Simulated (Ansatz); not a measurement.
# Al2O3 (Corundum) (R-3c) in Ansatz: notebook, part 2 of 2

Ansatz 0.2.0. The steps go on from the part before.

**3. Band structure, PBE**

input.yaml reads:

```yaml
crystal:
  lattice:
    - [2.38025, 1.3742379782, 4.3318666667]
    - [-2.38025, 1.3742379782, 4.3318666667]
    - [0.0, -2.7484759565, 4.3318666667]
  atoms:
    - { symbol: Al, position: [0.85216, 0.85216, 0.85216] }
    - { symbol: Al, position: [0.64784, 0.64784, 0.64784] }
    - { symbol: Al, position: [0.14784, 0.14784, 0.14784] }
    - { symbol: Al, position: [0.35216, 0.35216, 0.35216] }
    - { symbol: O, position: [0.05668, 0.75, 0.44332] }
    - { symbol: O, position: [0.75, 0.44332, 0.05668] }
    - { symbol: O, position: [0.44332, 0.05668, 0.75] }
    - { symbol: O, position: [0.94332, 0.25, 0.55668] }
    - { symbol: O, position: [0.25, 0.55668, 0.94332] }
    - { symbol: O, position: [0.55668, 0.94332, 0.25] }
hamiltonian:
  xc: pbe
  pseudopotentials: { kind: paw }
kpoints:
  mp_grid: { grid: [7, 7, 7] }
  band_path:
    path:
      - [[0.0, 0.0, 0.0], [0.5, 0.0, 0.0], [0.5, 0.2337604794, -0.2337604794]]
      - [[0.7662395206, 0.5, 0.2337604794], [0.5, 0.5, 0.5], [0.0, 0.0, 0.0], [0.3668802397, 0.0, -0.3668802397]]
      - [[0.6331197603, 0.3668802397, 0.0], [0.5, 0.5, 0.0], [0.6331197603, 0.6331197603, 0.2337604794], [0.5, 0.5, 0.5]]
      - [[0.5, 0.0, 0.0], [0.7662395206, 0.3668802397, 0.3668802397]]
    npoints: 10
scf:
  occupations: { method: fermi_dirac, width: 0.05 }
  n_extra_bands: 25
output:
  forces: true
  stress: true
  eigenvalues: true
  fatbands: true
```

Potentials or basis: Ansatz PAW.

Launch:

```sh
$ ansatz run input.yaml --threads 4 --pin off --max-ram 11264MiB --backend cpu --events-out ev --progress --plain --runs-dir out
```

Log:

```text
Warning: RAYON_NUM_THREADS=4 ignored (pool sized by the plan → 4); use --threads N
scf.n_extra_bands = 25 over 24 filled bands (N_el = 48.0): the run solves 49 bands
Engine: ansatz 0.2.0, aarch64-unknown-linux-gnu
Pseudopotentials: kind: paw
Pseudopotential: Al, paw, valence charge 3, recommended cutoff 420 eV (normal), Al.paw.azcp
Pseudopotential: O, paw, valence charge 6, recommended cutoff 420 eV (normal), O.paw.azcp
Functional definition: PBE
  parameter kappa = 0.804
  parameter beta = 0.06672455060314922
  exchange = pbe_x(kappa = kappa, mu = beta*pi^2/3)
  correlation = pbe_c(beta = beta)
Crystal: 10 atoms, lattice volume = 85.018 Å³
Basis set: ecut = 420 eV, 1653 PW (Γ), exchange–correlation on 72×72×72 points (8 copies of the dense FFT grid, shifted against one another)
Bands: 49, of which v1, the nominal top of the filled ones, is band 24 counted from 1 (23 counted from 0)
Symmetry: 12 space group operations
Space group: R-3c (ITA 167), of the structure as read, at distance tolerance 4.4e-5 Å
k-points: 44 of 343
Non-local potential: Al, projectors of the file, l = 0: 2, l = 1: 2, l = 2: 1
Non-local potential: O, projectors of the file, l = 0: 2, l = 1: 2, l = 2: 1
PAW form: soft (Blöchl's): semilocal exchange-correlation on the pseudo side does not see the compensation charge
PAW one-centre angular grid: Al, 110 points (default); XC on 64 Gauss nodes
PAW one-centre angular grid: O, 110 points (default); XC on 64 Gauss nodes
Initial density: superposition of atomic densities (neutral atoms: chi_scale 0, normalization atom), corrected by the library's trained network
Initial wavefunctions: pseudopotential atomic-orbital guess
Functional: x = pbe(κ = 0.804, μ = 0.2195149727645171), c = pbe(β = 0.06672455060314922)
SCF iter   1: F=—  HF=-5569.549360 eV  |F-HF|=—  |Δ(HF+E_count)|=         —  Δρ=1.68e-3  dr2=1.13e-3  ethr=1.77e-3  ⟨swp⟩=5.5  Hψ=10153  notcnv=0  defer=386
preconditioner: auto → Resta (q_TF=auto, 2.480 Å⁻¹)  ε∞=2.8  [insulator: Δε(μ)=6.209 eV  Ē_g=20.985 eV  σ=0.050 eV  W_gap=1.00  n_scr=20 (ndim 8)  ℏωp=27.9 eV  f_vac=0.000  D(μ)=0.00/eV (n_scr^D=0)  ε∞_Penn≈2.8]
SCF iter   2: F=—  HF=-5569.549969 eV  |F-HF|=—  |Δ(HF+E_count)|=   6.09e-4  Δρ=9.24e-4  dr2=3.31e-4  ethr=2.35e-6  ⟨swp⟩=2.0  Hψ=3458  notcnv=0  defer=568
SCF iter   3: F=—  HF=-5569.550578 eV  |F-HF|=—  |Δ(HF+E_count)|=   6.09e-4  Δρ=2.04e-4  dr2=1.81e-5  ethr=6.89e-7  ⟨swp⟩=2.0  Hψ=2324  notcnv=0  defer=568
SCF iter   4: F=—  HF=-5569.550610 eV  |F-HF|=—  |Δ(HF+E_count)|=   3.19e-5  Δρ=8.04e-5  dr2=3.08e-6  ethr=3.76e-8  ⟨swp⟩=2.4  Hψ=2282  notcnv=0  defer=568
iter 5 did not close the SCF: its close was put off for the readings that it lacked (scf_convergence_deferred on its scf_iter line)
SCF iter   5: F=-5569.550611 eV  HF=-5569.550611 eV  |F-HF|=2.53e-8  |Δ(HF+E_count)|=   1.35e-6  Δρ=8.09e-6  dr2=3.99e-8  ethr=6.42e-9  ⟨swp⟩=2.0  Hψ=2097  notcnv=0  defer=568
SCF iter   6: F=-5569.550611 eV  HF=-5569.550611 eV  |F-HF|=2.07e-10  |Δ(HF+E_count)|=   2.97e-8  Δρ=1.70e-6  dr2=1.96e-9  ethr=8.31e-11  ⟨swp⟩=9.5  Hψ=11920  notcnv=0
SCF 1 converged in 6 iterations: F = -5569.550611 eV  dr2 = 1.96e-9
NSCF: frozen V_eff on 94 k-points
SCF converged after 6 iterations
Free energy (F): -5569.550611 eV
Harris-Foulkes:  -5569.550611 eV  (|F-HF|=2.07e-10)
Internal energy: -5569.550611 eV  (E = F + TS)
E sigma→0 (E₀):  -5569.550611 eV
Fermi energy:    10.933131 eV
--- Per-component energies (eV) ---
  E_band       = 66.965205
  E_kinetic    = 1184.762734
  E_local      = -1979.098993  (includes V_loc(G=0)·N_el)
  E_nonlocal   = 324.563719
  E_hartree    = 734.070186
  E_xc         = -613.962642
  E_vxc        = -697.575772  (∫ρ·V_xc dr)
  E_paw        = -2822.170220  (= ΣΔE_a)
  E_vpaw       = -233.840495  (= ΣTr[D̂ρ^β])
  E_aug_tail   = 0.015174  (compensation charges beyond the density's cutoff)
  E_ewald      = -2397.730569
  E_smearing   = -0.000000  (= −TS)
  E_closure    = -0.000000  (closes the sum)
  Σ components = -5569.550611   (vs F -5569.550611, Δ=0.00e0)
--- Forces (eV/Å), atoms counted from 1 ---
  atom   1  Al     0.00000000     0.00000000    -0.02900242
  atom   2  Al     0.00000000    -0.00000000     0.02900242
  atom   3  Al    -0.00000000    -0.00000000     0.02900242
  atom   4  Al    -0.00000000     0.00000000    -0.02900242
  atom   5  O     -0.01255191    -0.02174054    -0.00000000
  atom   6  O     -0.01255191     0.02174054     0.00000000
  atom   7  O      0.02510381     0.00000000    -0.00000000
  atom   8  O      0.01255191     0.02174054     0.00000000
  atom   9  O      0.01255191    -0.02174054    -0.00000000
  atom  10  O     -0.02510381     0.00000000    -0.00000000
  max |Σ_I F_I| component: 3.47e-18 eV/Å
--- Stress (GPa, compression-positive) ---
        7.536703       0.000000      -0.000000
        0.000000       7.536703       0.000000
        0.000000       0.000000       6.951110
  P = ⅓ Tr σ = 7.3415 GPa (73.415 kbar)
--- Band table (eV; the first three rows and the last of 44) ---
  k-point 0: bands = ["-11.4716", "-9.1462", "-8.8696", "-8.8696", "-8.5603", "-8.5603", "0.8525", "1.8529", "2.2121", "2.2121", "3.3378", "3.4265", "3.4265", "4.4322", "4.7927", "6.3208", "6.3208", "6.4517", "6.4517", "7.2533", "7.2533", "7.7065", "7.7065", "7.7509", "13.9677", "16.9105", "18.5126", "19.2897", "19.2897", "19.4640", "20.1390", "20.1390", "20.1849", "21.3056", "22.3790", "22.3790", "22.4872", "22.4872", "22.6826", "23.6208", "23.6423", "26.0740", "26.0740", "26.3754", "26.3754", "27.8203", "27.8568", "27.9206", "28.0737"]
  k-point 1: bands = ["-11.3661", "-9.1889", "-8.9420", "-8.8919", "-8.6109", "-8.5662", "0.9683", "1.6260", "2.0757", "2.7196", "2.8366", "3.3569", "4.1628", "4.8582", "5.0167", "5.9283", "6.2676", "6.3565", "6.5301", "7.0032", "7.0974", "7.4449", "7.6805", "7.7132", "14.4447", "17.2927", "18.1530", "19.0737", "19.0937", "19.3222", "20.1399", "20.3374", "20.6508", "20.8364", "22.1944", "22.3011", "22.3275", "22.5370", "22.7278", "23.4080", "23.5646", "25.6276", "26.1228", "26.3070", "26.5945", "26.8510", "26.9412", "27.9350", "28.2080"]
  k-point 2: bands = ["-11.0616", "-9.5126", "-8.9312", "-8.9240", "-8.7277", "-8.6071", "1.1597", "1.7234", "1.7509", "2.6648", "3.2796", "3.7288", "4.9402", "5.0650", "5.5174", "5.7130", "5.8663", "6.0493", "6.3728", "6.3782", "6.9574", "7.2610", "7.5615", "7.6066", "15.5142", "17.7057", "18.0408", "18.4223", "18.5893", "19.1478", "20.1559", "20.3308", "20.5912", "21.1468", "21.5077", "21.7692", "22.1643", "22.7481", "22.8465", "23.1830", "23.6317", "24.3723", "25.3740", "25.9494", "26.2387", "26.9476", "27.2866", "27.9946", "28.7089"]
  k-point 43: bands = ["-10.4826", "-10.3229", "-8.9981", "-8.9041", "-8.6355", "-8.5958", "2.0213", "2.1265", "2.9886", "2.9998", "3.4093", "3.8029", "3.9488", "4.1260", "5.1317", "5.3499", "5.4213", "5.8899", "6.0996", "6.2581", "7.1451", "7.1472", "7.2789", "7.3320", "16.6183", "16.8420", "18.6895", "18.8556", "19.7937", "19.8063", "20.0206", "20.2930", "20.7307", "20.9027", "22.0916", "22.2102", "22.3279", "22.4539", "22.5946", "22.7487", "23.7189", "23.9610", "24.5684", "24.6915", "25.2342", "25.3491", "28.6025", "29.0850", "29.5888"]
```

Run time: 8.1 s. Hardware: 4 threads of Arm Neoverse V1, shared host; peak memory 0.47 GiB.

Results:

```
Free energy             : -5569.5506 eV
Pressure                : 7.3 GPa
Largest force           : 0.029 eV/Å
Band gap on the k mesh  : 6.22 eV, direct
Band gap along the path : 6.22 eV, direct
```

Forces on the atoms (eV/Å):
```
Al   0.000  0.000 -0.029
Al   0.000  0.000  0.029
Al   0.000  0.000  0.029
Al   0.000  0.000 -0.029
O   -0.013 -0.022  0.000
O   -0.013  0.022  0.000
O    0.025  0.000  0.000
O    0.013  0.022  0.000
O    0.013 -0.022  0.000
O   -0.025  0.000  0.000
```

Levels at the corners of the path, in eV from the valence-band top:
```tsv
point	band 20	band 21	band 22	band 23	band 24	band 25	band 26	band 27	band 28	band 29
Γ	-0.50	-0.50	-0.04	-0.04	0.00	6.22	9.16	10.76	11.54	11.54
L	-1.33	-0.91	-0.91	-0.27	-0.27	9.47	9.47	9.65	9.65	11.79
B1	-1.19	-0.85	-0.85	-0.51	-0.51	9.71	9.71	10.13	10.13	10.60
B	-1.19	-0.85	-0.85	-0.51	-0.51	9.71	9.71	10.13	10.13	10.60
Z	-2.00	-0.38	-0.38	-0.38	-0.38	8.68	8.68	11.11	11.11	12.49
Γ	-0.50	-0.50	-0.04	-0.04	0.00	6.22	9.16	10.76	11.54	11.54
X	-1.11	-0.89	-0.84	-0.56	-0.29	9.51	9.55	9.76	10.23	10.72
Q	-1.11	-0.89	-0.84	-0.56	-0.29	9.51	9.55	9.76	10.23	10.72
F	-1.30	-1.03	-0.92	-0.74	-0.26	9.64	9.73	9.94	10.41	11.16
P1	-1.07	-1.03	-0.86	-0.75	-0.47	9.75	9.94	10.21	10.38	10.38
Z	-2.00	-0.38	-0.38	-0.38	-0.38	8.68	8.68	11.11	11.11	12.49
L	-1.33	-0.91	-0.91	-0.27	-0.27	9.47	9.47	9.65	9.65	11.79
P	-1.07	-1.03	-0.86	-0.75	-0.47	9.75	9.94	10.21	10.38	10.38
```

Caveat: the pressure holds a Pulay correction of +0.9 GPa for the finite cutoff.

**4. For comparison**

An earlier run on the cell as given: functional PBE; potentials or basis Ansatz PAW; cutoff 420 eV (not typed: the program's choice for these potentials); k mesh 7 × 7 × 7; occupations fermi-dirac, width 0.05 eV; no spin polarisation.

* Pressure: 7.3 GPa
* Largest force: 0.029 eV/Å
* Band gap on the k mesh: 6.22 eV, direct

**5. The runs side by side**

| task | level | points for each segment of the path | gap on the mesh (eV) | pressure (GPa) | largest force (eV/Å) |
| --- | --- | --- | --- | --- | --- |
| band structure | LDA | 10 | 6.16 | -5.3 | 0.11 |
| band structure | PBE | 10 | 6.22 | 7.3 | 0.03 |
| single point | PBE | - | 6.22 | 7.3 | 0.03 |

Alike in all rows: potentials or basis Ansatz PAW; no spin polarisation; cell as given; k mesh 7 × 7 × 7; cutoff (eV) 420; smearing fermi-dirac 0.05 eV.

On the cell as given the gap runs from 6.16 eV (LDA) to 6.22 eV (PBE). The pressure there spans -5.3 GPa (LDA) to 7.3 GPa (PBE); a positive pressure means that this level wants a larger cell, a negative one a smaller.

Caveats: the PAW data sets come from PBE, with cores solved anew for the run's functional, which leaves a small shift of forces and pressure (some runs); odd divisions of the mesh miss points on the zone boundary, where band edges often lie, so the gap on the mesh can be too wide (some runs).

Total energies depend on the potentials used, so only differences within one code and one set of settings carry meaning.

**6. Against experiment**

Step 2. Measured gap of Al2O3: 8.7 eV (optical; quoted in “Multi-petahertz electron interference in Cr:Al2O3 solid-state material”, 2018, pmc:5906618). This calculation gives 6.16 eV (-2.54 eV). The value is that of LDA, without temperature or zero-point motion. Semilocal functionals fall short of measured gaps as a rule.

Step 3. Against the measured gap of Al2O3, 8.7 eV (optical; quoted in “Multi-petahertz electron interference in Cr:Al2O3 solid-state material”, 2018, pmc:5906618), the calculated 6.22 eV is off by -2.48 eV. The value is that of PBE, without temperature or zero-point motion. Semilocal functionals fall short of measured gaps as a rule.
